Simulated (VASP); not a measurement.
The system is Se.

```xyz
3
Lattice="4.0647 0.0000 0.0000 -2.0323 3.5201 0.0000 0.0000 0.0000 5.1337" Properties=species:S:1:pos:R:3 pbc="T T T"
Se    1.0070    0.0000    1.7112
Se   -0.5035    0.8721    3.4225
Se    1.5288    2.6480    0.0000
```

Base run:

- Program: VASP 6.6.1
- Functional: TB-mBJ
- Potentials or basis: VASP PAW PBE potentials, release 64 (Se)
- Cutoff: 520 eV
- k mesh: 9 × 9 × 6
- Occupations: gaussian, width 0.03 eV
- Spin: no spin polarisation

Its results: band gap on the k mesh 0.90 eV, indirect (least direct gap 0.92 eV).

**Question.** The run is repeated on the same cell with these changes: functional from TB-mBJ to r2SCAN. What comes out?

**Answer.** Band gap on the k mesh 0.74 eV, direct.

A k mesh can miss the band edges.
